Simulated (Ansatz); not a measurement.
# Ge (Fd-3m) in Ansatz: a series of runs

The runs below take Ge through single point, band structure, with PBEsol.

Program: Ansatz 0.2.0. These are calculated values, not measurements. Logs are shortened: lines on timing, memory, paths and dates and some standing lists are left out, and cuts for length are marked.

**The experiment to reproduce.**

From “Temperature-dependent photoluminescence in Ge: experiment and theory”, 2020, arxiv:2003.00143, for a bulk crystal of Ge at 0 K: band gap 0.744 eV (indirect).

How close the calculation comes is told below.

### 1 The structure

The structure is cubic, space group Fd-3m (No. 227). The conventional cell has a = 5.658 Å, b = 5.658 Å, c = 5.658 Å, α = 90.00°, β = 90.00°, γ = 90.00°. Ge (site symmetry -43m) is surrounded by 4 Ge at 2.45 Å.

### 2 Single point, PBEsol, 21.28 Å³/atom (volume scaled by 0.94)

input.yaml reads:

```yaml
crystal:
  lattice:
    - [0.0, 2.7711609388, 2.7711609388]
    - [2.7711609388, 0.0, 2.7711609388]
    - [2.7711609388, 2.7711609388, 0.0]
  atoms:
    - { symbol: Ge, position: [0.75, 0.75, 0.75] }
    - { symbol: Ge, position: [0.5, 0.5, 0.5] }
kpoints:
  mp_grid: { grid: [8, 8, 8] }
scf:
  occupations: { method: fermi_dirac, width: 0.05 }
hamiltonian:
  xc: pbesol
  pseudopotentials: { kind: all_electron, lapw: { basis_error: 0.0005 } }
output:
  forces: true
  stress: true
  eigenvalues: true
```

Potentials or basis: all-electron LAPW, scalar-relativistic.

Launch:

```
$ ansatz run input.yaml --threads 1 --pin off --max-ram 3072MiB --backend cpu --events-out ev --progress --plain --runs-dir out
```

The log of the run:

```text
Warning: RAYON_NUM_THREADS=1 ignored (pool sized by the plan → 1); use --threads N
LAPW: plane waves up to 9.718 Å⁻¹, error target 5.0e-4 eV per atom; small_component_spin mean_spin; Ge in spheres of 1.200 Å, 22 of its electrons in bands, Dirac shells [] (how accurate: hamiltonian.pseudopotentials.lapw.basis_error, Limitations)
Engine: ansatz 0.2.0, aarch64-unknown-linux-gnu
Pseudopotentials: kind: all_electron
Pseudopotential: Ge, LAPW, valence charge 22, lapw/all_electron/scalar/gaussian/Ge, Koelling and Harmon's equation, gaussian nucleus
Functional definition: PBEsol
  exchange = pbesol_x
  correlation = pbesol_c
Crystal: 2 atoms, lattice volume = 42.561 Å³
Basis set: ecut = 359.8478207781666 eV, 645 PW (Γ), exchange–correlation at level 2
Bands: 27, of which v1, the nominal top of the filled ones, is band 22 counted from 1 (21 counted from 0)
Symmetry: 48 space group operations
Space group: Fd-3m (ITA 227), of the structure as read, at distance tolerance 3.5e-5 Å
k-points: 29 of 512
Non-local potential: Ge, projectors of the file, none
Initial density: superposition of atomic densities (chi_scale 0.1, normalization cell)
Initial wavefunctions: plane waves of lowest kinetic energy (no species holds an atomic orbital)
Functional: x = pbesol(κ = 0.804, μ = 0.12345679012345678), c = pbesol(β = 0.046)
iter 1 solved again at ethr=1.04e-3 eV; its pass at ethr=1.00e-1 eV (dr2=4.59e-1 eV) is discarded
SCF iter   1: F=—  HF=-114149.753357 eV  |F-HF|=—  |Δ(HF+E_count)|=         —  Δρ=3.15e-2  dr2=4.61e-1  ethr=1.04e-3  ⟨swp⟩=2.0  Hψ=4836  notcnv=0
preconditioner: auto → none  [insulator: Δε(μ)=0.456 eV  Ē_g=24.541 eV  σ=0.050 eV  W_gap=0.98  n_scr=14 (ndim 8)  ℏωp=30.1 eV  f_vac=0.060  D(μ)=0.01/eV (n_scr^D=0)  ε∞_Penn≈2.5]
SCF iter   2: F=—  HF=-114149.636090 eV  |F-HF|=—  |Δ(HF+E_count)|=   1.17e-1  Δρ=1.36e-2  dr2=8.00e-2  ethr=1.04e-3  ⟨swp⟩=2.0  Hψ=2320  notcnv=0
iter 3 solved again at ethr=7.62e-7 eV; its pass at ethr=1.82e-4 eV (dr2=3.35e-4 eV) is discarded
SCF iter   3: F=—  HF=-114149.620930 eV  |F-HF|=—  |Δ(HF+E_count)|=   1.52e-2  Δρ=1.27e-3  dr2=3.39e-4  ethr=7.62e-7  ⟨swp⟩=2.7  Hψ=3975  notcnv=0
SCF iter   4: F=—  HF=-114149.616728 eV  |F-HF|=—  |Δ(HF+E_count)|=         —  Δρ=4.99e-4  dr2=5.53e-5  ethr=7.62e-7  ⟨swp⟩=3.0  Hψ=2350  notcnv=0
the basis was enlarged: its passes take 288.0 KiB over the memory plan, 1 of 1 planned eigensolver slots
SCF iter   5: F=—  HF=-114149.616744 eV  |F-HF|=—  |Δ(HF+E_count)|=   1.62e-5  Δρ=6.54e-5  dr2=1.10e-6  ethr=1.26e-7  ⟨swp⟩=3.0  Hψ=2238  notcnv=0
SCF iter   6: F=-114149.616746 eV  HF=-114149.616746 eV  |F-HF|=2.01e-8  |Δ(HF+E_count)|=   1.76e-6  Δρ=7.06e-6  dr2=1.44e-8  ethr=2.51e-9  ⟨swp⟩=3.0  Hψ=2295  notcnv=0
SCF 1 converged in 6 iterations: F = -114149.616746 eV  dr2 = 1.44e-8
SCF converged after 6 iterations
Free energy (F): -114149.616746 eV
Harris-Foulkes:  -114149.616746 eV  (|F-HF|=2.01e-8)
Internal energy: -114149.616449 eV  (E = F + TS)
E sigma→0 (E₀):  -114149.616598 eV
Entropy (-TS):   -0.000297 eV (-0.149 meV/atom)
Fermi energy:    10.935388 eV
--- Per-component energies (eV) ---
  E_band       = -2050.362581
  E_kinetic    = 116535.641156
  E_xc         = -4257.233057
  E_electrostatic = -226428.024548  (all electrons and nuclei)
  E_smearing   = -0.000297  (= −TS)
  E_closure    = 0.000000  (closes the sum)
  E_atoms      = -114139.838039  (free atoms, spherical and without spin; not in F)
  Σ components = -114149.616746   (vs F -114149.616746, Δ=0.00e0)
  Basis errors (estimates in eV, not in F): energy 2.1e-4 per atom: plane waves 2.0e-4 (1.2e-4 summed), levels above the bands 2.6e-67, relativity 8.5e-9, radial functions 1.5e-5, core shells 4.5e-11; eigenvalues (radial functions only) 2.2e-7; not estimated: angular momenta, meshes, grids; target (lapw.basis_error) 5.0e-4; muffin-tin radii Ge 1.200 Å
--- Forces (eV/Å), atoms counted from 1 ---
  atom   1  Ge    -0.00000000    -0.00000000    -0.00000000
  atom   2  Ge     0.00000000     0.00000000     0.00000000
  max |Σ_I F_I| component: 1.73e-18 eV/Å
--- Stress (GPa, compression-positive) ---
        5.630886       0.000000      -0.000000
        0.000000       5.630886      -0.000000
       -0.000000      -0.000000       5.630886
  P = ⅓ Tr σ = 5.6309 GPa (56.309 kbar)
--- Band table (eV; the first three rows and the last of 29) ---
  k-point 0: bands = ["-152.6723", "-152.6689", "-99.9858", "-99.9858", "-99.9858", "-99.9742", "-99.9742", "-99.9742", "-14.1200", "-14.1200", "-14.1200", "-14.0789", "-14.0789", "-13.8308", "-13.8308", "-13.8308", "-13.8117", "-13.8117", "-2.4902", "10.7941", "10.7941", "10.7941", "11.3579", "13.3444", "13.3444", "13.3444", "17.1701"]
  k-point 1: bands = ["-152.6722", "-152.6690", "-99.9859", "-99.9859", "-99.9856", "-99.9744", "-99.9741", "-99.9741", "-14.1297", "-14.1297", "-14.1171", "-14.0652", "-14.0652", "-13.8438", "-13.8438", "-13.8343", "-13.8009", "-13.8009", "-2.2880", "8.4864", "10.4275", "10.4275", "12.0807", "13.8286", "13.8286", "14.4550", "18.1720"]
  k-point 2: bands = ["-152.6719", "-152.6692", "-99.9862", "-99.9862", "-99.9852", "-99.9748", "-99.9738", "-99.9738", "-14.1414", "-14.1414", "-14.1100", "-14.0448", "-14.0448", "-13.8593", "-13.8593", "-13.8429", "-13.7893", "-13.7893", "-1.6992", "5.9613", "9.8408", "9.8408", "11.6241", "14.4765", "14.4765", "16.7319", "18.7585"]
  k-point 28: bands = ["-152.6706", "-152.6706", "-99.9873", "-99.9873", "-99.9800", "-99.9800", "-99.9727", "-99.9727", "-14.1759", "-14.1759", "-14.0105", "-14.0105", "-13.9519", "-13.9519", "-13.9134", "-13.9134", "-13.7505", "-13.7505", "1.7681", "1.7681", "6.5513", "6.5513", "15.3262", "15.3262", "15.4645", "15.4645", "22.2552"]
```

Run time: 11 s. Hardware: 1 thread of Arm Neoverse V1, shared host; peak memory 0.31 GiB.

What came out:

```yaml
Free_energy: -114149.6167 eV
Pressure: 5.6 GPa
Band_gap_on_the_k_mesh: 0.32 eV, indirect (least direct gap 0.56 eV)
```

### 3 Single point, PBEsol, 21.73 Å³/atom (volume scaled by 0.96)

Changes to input.yaml since step 2:

```diff
@@ -2,5 +2,5 @@
   lattice:
-    - [0.0, 2.7711609388, 2.7711609388]
-    - [2.7711609388, 0.0, 2.7711609388]
-    - [2.7711609388, 2.7711609388, 0.0]
+    - [0.0, 2.7906767997, 2.7906767997]
+    - [2.7906767997, 0.0, 2.7906767997]
+    - [2.7906767997, 2.7906767997, 0.0]
   atoms:
```

Potentials or basis: all-electron LAPW, scalar-relativistic.

Launch:

```
$ ansatz run input.yaml --threads 1 --pin off --max-ram 3072MiB --backend cpu --events-out ev --progress --plain --runs-dir out
```

It took 11 s on 1 thread of Arm Neoverse V1, shared host; peak memory 0.31 GiB.

It converged, with:

* Free energy: -114149.6431 eV
* Pressure: 3.7 GPa
* Band gap on the k mesh: 0.25 eV, indirect (least direct gap 0.37 eV)

### 4 Single point, PBEsol, 22.19 Å³/atom (volume scaled by 0.98)

Changes to input.yaml since step 3:

```diff
@@ -2,5 +2,5 @@
   lattice:
-    - [0.0, 2.7906767997, 2.7906767997]
-    - [2.7906767997, 0.0, 2.7906767997]
-    - [2.7906767997, 2.7906767997, 0.0]
+    - [0.0, 2.8099234548, 2.8099234548]
+    - [2.8099234548, 0.0, 2.8099234548]
+    - [2.8099234548, 2.8099234548, 0.0]
   atoms:
```

Launch:

```
$ ansatz run input.yaml --threads 1 --pin off --max-ram 3072MiB --backend cpu --events-out ev --progress --plain --runs-dir out
```

Wall time 11 s (1 thread of Arm Neoverse V1, shared host); peak memory 0.31 GiB.

It converged, with:

```
Free energy            : -114149.6595 eV
Pressure               : 2.1 GPa
Band gap on the k mesh : 0.17 eV, direct
```

### 5 Single point, PBEsol, 22.64 Å³/atom

Changes to input.yaml since step 4:

```diff
@@ -2,5 +2,5 @@
   lattice:
-    - [0.0, 2.8099234548, 2.8099234548]
-    - [2.8099234548, 0.0, 2.8099234548]
-    - [2.8099234548, 2.8099234548, 0.0]
+    - [0.0, 2.82891, 2.82891]
+    - [2.82891, 0.0, 2.82891]
+    - [2.82891, 2.82891, 0.0]
   atoms:
```

Launch:

```
$ ansatz run input.yaml --threads 1 --pin off --max-ram 3072MiB --backend cpu --events-out ev --progress --plain --runs-dir out
```

It took 11 s on 1 thread of Arm Neoverse V1, shared host; peak memory 0.31 GiB.

It converged, with:

| Quantity | Value |
| --- | --- |
| Free energy | -114149.6671 eV |
| Pressure | 0.6 GPa |
| Band gap on the k mesh | none (metal or under the smearing width) |

### 6 Single point, PBEsol, 23.09 Å³/atom (volume scaled by 1.02)

Changes to input.yaml since step 5:

```diff
@@ -2,5 +2,5 @@
   lattice:
-    - [0.0, 2.82891, 2.82891]
-    - [2.82891, 0.0, 2.82891]
-    - [2.82891, 2.82891, 0.0]
+    - [0.0, 2.8476450493, 2.8476450493]
+    - [2.8476450493, 0.0, 2.8476450493]
+    - [2.8476450493, 2.8476450493, 0.0]
   atoms:
```

Potentials or basis: all-electron LAPW, scalar-relativistic.

Launch:

```
$ ansatz run input.yaml --threads 1 --pin off --max-ram 3072MiB --backend cpu --events-out ev --progress --plain --runs-dir out
```

Run time: 11 s. Hardware: 1 thread of Arm Neoverse V1, shared host; peak memory 0.31 GiB.

Results (log left out):

```
Free energy            : -114149.6670 eV
Pressure               : -0.7 GPa
Band gap on the k mesh : none (metal or under the smearing width)
```

### 7 Single point, PBEsol, 23.54 Å³/atom (volume scaled by 1.04)

Changes to input.yaml since step 6:

```diff
@@ -2,5 +2,5 @@
   lattice:
-    - [0.0, 2.8476450493, 2.8476450493]
-    - [2.8476450493, 0.0, 2.8476450493]
-    - [2.8476450493, 2.8476450493, 0.0]
+    - [0.0, 2.8661367691, 2.8661367691]
+    - [2.8661367691, 0.0, 2.8661367691]
+    - [2.8661367691, 2.8661367691, 0.0]
   atoms:
```

Launch:

```
$ ansatz run input.yaml --threads 1 --pin off --max-ram 3072MiB --backend cpu --events-out ev --progress --plain --runs-dir out
```

Run time: 12 s. Hardware: 1 thread of Arm Neoverse V1, shared host; peak memory 0.31 GiB.

Results (log left out):

```yaml
Free_energy: -114149.6599 eV
Pressure: -1.8 GPa
Band_gap_on_the_k_mesh: none (metal or under the smearing width)
```

### 8 Single point, PBEsol, 24.00 Å³/atom (volume scaled by 1.06)

Changes to input.yaml since step 7:

```diff
@@ -2,5 +2,5 @@
   lattice:
-    - [0.0, 2.8661367691, 2.8661367691]
-    - [2.8661367691, 0.0, 2.8661367691]
-    - [2.8661367691, 2.8661367691, 0.0]
+    - [0.0, 2.8843929095, 2.8843929095]
+    - [2.8843929095, 0.0, 2.8843929095]
+    - [2.8843929095, 2.8843929095, 0.0]
   atoms:
```

Launch:

```
$ ansatz run input.yaml --threads 1 --pin off --max-ram 3072MiB --backend cpu --events-out ev --progress --plain --runs-dir out
```

It took 11 s on 1 thread of Arm Neoverse V1, shared host; peak memory 0.31 GiB.

It converged, with:

| Property | Result |
| --- | --- |
| Free energy | -114149.6464 eV |
| Pressure | -2.9 GPa |
| Band gap on the k mesh | none (metal or under the smearing width) |

### 9 Band structure, PBEsol

input.yaml reads:

```yaml
crystal:
  lattice:
    - [0.0, 2.82891, 2.82891]
    - [2.82891, 0.0, 2.82891]
    - [2.82891, 2.82891, 0.0]
  atoms:
    - { symbol: Ge, position: [0.75, 0.75, 0.75] }
    - { symbol: Ge, position: [0.5, 0.5, 0.5] }
kpoints:
  mp_grid: { grid: [8, 8, 8] }
  band_path:
    path:
      - [0.0, 0.0, 0.0]
      - [0.5, 0.0, 0.5]
      - [0.5, 0.25, 0.75]
      - [0.375, 0.375, 0.75]
      - [0.0, 0.0, 0.0]
      - [0.5, 0.5, 0.5]
      - [0.625, 0.25, 0.625]
      - [0.5, 0.25, 0.75]
    npoints: 10
scf:
  occupations: { method: fermi_dirac, width: 0.05 }
hamiltonian:
  xc: pbesol
  pseudopotentials: { kind: all_electron, lapw: { basis_error: 0.001 } }
output:
  forces: true
  stress: true
  eigenvalues: true
```

Potentials or basis: all-electron LAPW, scalar-relativistic.

Launch:

```
$ ansatz run input.yaml --threads 1 --pin off --max-ram 3072MiB --backend cpu --events-out ev --progress --plain --runs-dir out
```

The log of the run:

```text
Warning: RAYON_NUM_THREADS=1 ignored (pool sized by the plan → 1); use --threads N
LAPW: plane waves up to 9.115 Å⁻¹, error target 1.0e-3 eV per atom; small_component_spin mean_spin; Ge in spheres of 1.225 Å, 22 of its electrons in bands, Dirac shells [] (how accurate: hamiltonian.pseudopotentials.lapw.basis_error, Limitations)
Engine: ansatz 0.2.0, x86_64-unknown-linux-gnu
[... 5 set-up lines as earlier in the session ...]
Crystal: 2 atoms, lattice volume = 45.278 Å³
Basis set: ecut = 316.52810248899794 eV, 561 PW (Γ), exchange–correlation at level 2
Bands: 27, of which v1, the nominal top of the filled ones, is band 22 counted from 1 (21 counted from 0)
[... 1 set-up line as earlier in the session ...]
Space group: Fd-3m (ITA 227), of the structure as read, at distance tolerance 3.6e-5 Å
k-points: 29 of 512
[... 4 set-up lines as earlier in the session ...]
iter 1 solved again at ethr=9.36e-4 eV; its pass at ethr=1.00e-1 eV (dr2=4.12e-1 eV) is discarded
SCF iter   1: F=—  HF=-114149.784015 eV  |F-HF|=—  |Δ(HF+E_count)|=         —  Δρ=2.89e-2  dr2=4.14e-1  ethr=9.36e-4  ⟨swp⟩=2.2  Hψ=4818  notcnv=0
preconditioner: auto → none  [insulator: Δε(μ)=0.215 eV  Ē_g=24.226 eV  σ=0.050 eV  W_gap=0.60  n_scr=14 (ndim 8)  ℏωp=29.2 eV  f_vac=0.091  D(μ)=0.07/eV (n_scr^D=0)  ε∞_Penn≈2.5]
SCF iter   2: F=—  HF=-114149.683810 eV  |F-HF|=—  |Δ(HF+E_count)|=   1.00e-1  Δρ=1.26e-2  dr2=7.35e-2  ethr=9.36e-4  ⟨swp⟩=2.0  Hψ=2320  notcnv=0
iter 3 solved again at ethr=6.69e-7 eV; its pass at ethr=1.67e-4 eV (dr2=2.94e-4 eV) is discarded
SCF iter   3: F=—  HF=-114149.670788 eV  |F-HF|=—  |Δ(HF+E_count)|=   1.30e-2  Δρ=1.13e-3  dr2=2.97e-4  ethr=6.69e-7  ⟨swp⟩=2.8  Hψ=3977  notcnv=0
SCF iter   4: F=—  HF=-114149.666753 eV  |F-HF|=—  |Δ(HF+E_count)|=         —  Δρ=4.30e-4  dr2=4.53e-5  ethr=6.69e-7  ⟨swp⟩=3.0  Hψ=2353  notcnv=0
the basis was enlarged: its passes take 144.7 KiB over the memory plan, 1 of 1 planned eigensolver slots
SCF iter   5: F=—  HF=-114149.666769 eV  |F-HF|=—  |Δ(HF+E_count)|=   1.66e-5  Δρ=6.01e-5  dr2=1.04e-6  ethr=1.03e-7  ⟨swp⟩=3.0  Hψ=2238  notcnv=0
SCF iter   6: F=-114149.666771 eV  HF=-114149.666771 eV  |F-HF|=2.16e-8  |Δ(HF+E_count)|=   1.73e-6  Δρ=6.75e-6  dr2=1.46e-8  ethr=2.37e-9  ⟨swp⟩=3.0  Hψ=2296  notcnv=0
SCF 1 converged in 6 iterations: F = -114149.666771 eV  dr2 = 1.46e-8
NSCF: frozen V_eff on 71 k-points
SCF converged after 6 iterations
Free energy (F): -114149.666771 eV
Harris-Foulkes:  -114149.666771 eV  (|F-HF|=2.16e-8)
Internal energy: -114149.665846 eV  (E = F + TS)
E sigma→0 (E₀):  -114149.666308 eV
Entropy (-TS):   -0.000925 eV (-0.462 meV/atom)
Fermi energy:    9.875829 eV
--- Per-component energies (eV) ---
  E_band       = -2087.233555
  E_kinetic    = 116531.831473
  E_xc         = -4256.205789
  E_electrostatic = -226425.291530  (all electrons and nuclei)
  E_smearing   = -0.000925  (= −TS)
  E_closure    = 0.000000  (closes the sum)
  E_atoms      = -114139.838039  (free atoms, spherical and without spin; not in F)
  Σ components = -114149.666771   (vs F -114149.666771, Δ=0.00e0)
  Basis errors (estimates in eV, not in F): energy 4.3e-4 per atom: plane waves 4.0e-4 (2.3e-4 summed), levels above the bands 1.6e-66, relativity 1.4e-8, radial functions 3.7e-5, core shells 6.6e-11; eigenvalues (radial functions only) 4.2e-7; not estimated: angular momenta, meshes, grids; target (lapw.basis_error) 1.0e-3; muffin-tin radii Ge 1.225 Å
--- Forces (eV/Å), atoms counted from 1 ---
  atom   1  Ge    -0.00000000     0.00000000     0.00000000
  atom   2  Ge     0.00000000     0.00000000    -0.00000000
  max |Σ_I F_I| component: 2.89e-19 eV/Å
--- Stress (GPa, compression-positive) ---
        0.645380      -0.000000       0.000000
       -0.000000       0.645380       0.000000
        0.000000       0.000000       0.645380
  P = ⅓ Tr σ = 0.6454 GPa (6.454 kbar)
--- Band table (eV; the first three rows and the last of 29) ---
  k-point 0: bands = ["-153.5429", "-153.5405", "-100.8549", "-100.8549", "-100.8549", "-100.8461", "-100.8461", "-100.8461", "-14.9565", "-14.9565", "-14.9565", "-14.9205", "-14.9205", "-14.7085", "-14.7085", "-14.7085", "-14.6957", "-14.6957", "-2.9387", "9.8445", "9.8556", "9.8556", "9.8556", "12.3833", "12.3833", "12.3833", "16.0809"]
  k-point 1: bands = ["-153.5429", "-153.5406", "-100.8550", "-100.8550", "-100.8547", "-100.8463", "-100.8460", "-100.8460", "-14.9646", "-14.9646", "-14.9540", "-14.9091", "-14.9091", "-14.7208", "-14.7208", "-14.7115", "-14.6852", "-14.6852", "-2.7480", "7.4834", "9.5186", "9.5186", "10.8554", "12.8331", "12.8331", "13.3025", "17.0366"]
  k-point 2: bands = ["-153.5427", "-153.5408", "-100.8552", "-100.8552", "-100.8544", "-100.8466", "-100.8458", "-100.8458", "-14.9747", "-14.9747", "-14.9478", "-14.8918", "-14.8918", "-14.7347", "-14.7347", "-14.7188", "-14.6748", "-14.6748", "-2.1945", "5.1190", "8.9702", "8.9702", "10.4718", "13.4605", "13.4605", "15.4261", "17.7094"]
  k-point 28: bands = ["-153.5417", "-153.5417", "-100.8560", "-100.8560", "-100.8505", "-100.8505", "-100.8450", "-100.8450", "-15.0043", "-15.0043", "-14.8621", "-14.8621", "-14.8132", "-14.8132", "-14.7809", "-14.7809", "-14.6417", "-14.6417", "1.0554", "1.0554", "5.9190", "5.9190", "14.1400", "14.1400", "14.4885", "14.4885", "20.8204"]
```

Run time: 13 s. Hardware: 1 thread of AMD EPYC 7R43 (Zen 3), shared host; peak memory 0.33 GiB.

What came out:

| Item | Value |
| --- | --- |
| Free energy | -114149.6668 eV |
| Pressure | 0.6 GPa |
| Band gap along the path | none (metal or under the smearing width) |

Levels at the corners of the path, in eV from the Fermi level:
```csv
point,band 20,band 21,band 22,band 23,band 24,band 25
Γ,-0.03,-0.02,-0.02,-0.02,2.51,2.51
X,-8.92,-3.11,-3.11,0.64,0.64,9.46
W,-8.82,-3.96,-3.96,4.26,4.26,4.61
K,-8.33,-4.39,-2.66,1.06,4.00,7.14
Γ,-0.03,-0.02,-0.02,-0.02,2.51,2.51
L,-7.65,-1.43,-1.43,0.10,3.68,3.68
U,-8.33,-4.39,-2.66,1.06,4.00,7.14
W,-8.82,-3.96,-3.96,4.26,4.26,4.61
```

### 10 Comparison with measurements

Step 9. Measured gap of Ge: 0.744 eV (indirect; 0 K; “Temperature-dependent photoluminescence in Ge: experiment and theory”, 2020, arxiv:2003.00143). This calculation gives 0.00 eV (-0.74 eV). 3 values of this kind are on record (0.666 to 0.807 eV); this one was drawn at random among those near their median. Spin-orbit coupling on Ge is left out. The value is that of PBEsol, without temperature or zero-point motion. Semilocal functionals fall short of measured gaps as a rule.
